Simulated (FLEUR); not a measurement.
Crystal: Yb.

```
Yb
1.0
     0.00000    2.74310    2.74310
     2.74310    0.00000    2.74310
     2.74310    2.74310    0.00000
Yb
1
Direct
  0.00000 0.00000 0.00000
```

- Program: FLEUR MaX-R8.1 (later development tree)
- Task: single point
- Functional: PBE
- Potentials or basis: all-electron
- Basis: FLAPW
- Kmax: 3.8 1/bohr
- k mesh: 8 × 8 × 8
- Occupations: fermi-dirac, width 0.05 eV
- Spin: collinear spin, ferromagnetic start
- Starting moments: [1.0] μB
- Gmax: 11.8 1/bohr
- Muffin-tin radii: Yb 2.66 bohr
- lmax: Yb 11
- Local orbitals a species: Yb 5
- Max iterations: 60
- Mixing factor: 0.05
- Mixer: Anderson
- Mixer history: 15

On this cell: net moment 0.00 μB per cell; band gap on the k mesh none (metal or under the smearing width).

The same run follows on a disturbed copy (cell strained at random at fixed volume):

```
CELL_PARAMETERS angstrom
0.02787 2.74064 2.75688
2.75043 0.00117 2.78359
2.73047 2.74738 0.02112
ATOMIC_POSITIONS crystal
Yb 0.00540 0.01284 0.98478
```

**Question.** What changes?

**Answer.** The energy (extrapolated to zero smearing) moves by +1.3 meV/atom; net moment 0.00 μB per cell; band gap on the k mesh none (metal or under the smearing width).

Caveats: spin-orbit coupling is left out, which moves the levels of the heavy elements.
